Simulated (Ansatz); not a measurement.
Computed with Ansatz on PBE0-D4/def2-TZVP structures; ΔE is electronic, products minus reactants. CCSD(T)/CBS is the MP2 limit (def2-TZVPP, def2-QZVPP) plus CCSD(T) − MP2 in def2-TZVPP, frozen cores. DFT in def2-TZVPP. B3LYP here is the variant with VWN-RPA as its local correlation; programs differ in this. HSE06 is defined as in plane-wave codes. For Br outer-core shells are correlated without core-valence functions, which leaves a few kJ/mol of doubt a bond. Scalar relativity is left out up to krypton. Each species was taken in one conformer, which may not be the lowest.

`CCCCCCCBr` + `CCCCO` → `CCCCCCCCCCO` + `CBr`  (formal exchange of groups at a C–C bond)

| level | ΔE (kJ/mol) | difference from CCSD(T)/CBS |
| --- | --- | --- |
| LDA (SPW92) | 14.4 | -0.3 |
| PBE-D4 | 14.6 | -0.1 |
| revPBE-D4 | 12.2 | -2.5 |
| BLYP-D4 | 14.3 | -0.4 |
| r2SCAN-D4 | 15.6 | 0.9 |
| B97M-V | 14.1 | -0.6 |
| PBE0-D4 | 14.0 | -0.7 |
| r2SCAN0-D4 | 14.7 | 0.0 |
| HSE06-D4 | 14.3 | -0.4 |
| B2PLYP | 18.7 | 4.0 |
| B3LYP | 21.7 | 7.0 |
| HSE06 | 19.5 | 4.8 |
| HF/def2-SVP | 22.3 | 7.6 |
| MP2/def2-QZVPP | 15.2 | 0.5 |
| HF/CBS(def2) | 22.2 | 7.5 |
| MP2/CBS(def2) | 16.1 | 1.4 |
| CCSD(T)/CBS | 14.7 | 0 |

Largest T1 diagnostic among the species: 0.009.

Leaving LDA and LC-ωPBE aside and taking each functional with its dispersion term where it has one, the values, not all of them listed here, spread over 6.6 kJ/mol, from ωB97X-V to B2PLYP. LDA lies −5.9 kJ/mol from PBE without D4. From BLYP to BHLYP (50 % exact exchange), in def2-TZVPP and without D4, ΔE moves by −3.6 kJ/mol. The D4 term adds −7.6 kJ/mol with B3LYP and −5.5 kJ/mol with PBE0; it sums over pairs of atoms, weighted by their polarisabilities, and B3LYP, whose exchange is more repulsive, gets the larger term.

CCSD(T)/CBS has its own doubt, a few kJ/mol and more with outer-core shells, so smaller differences from it don't rank the levels.
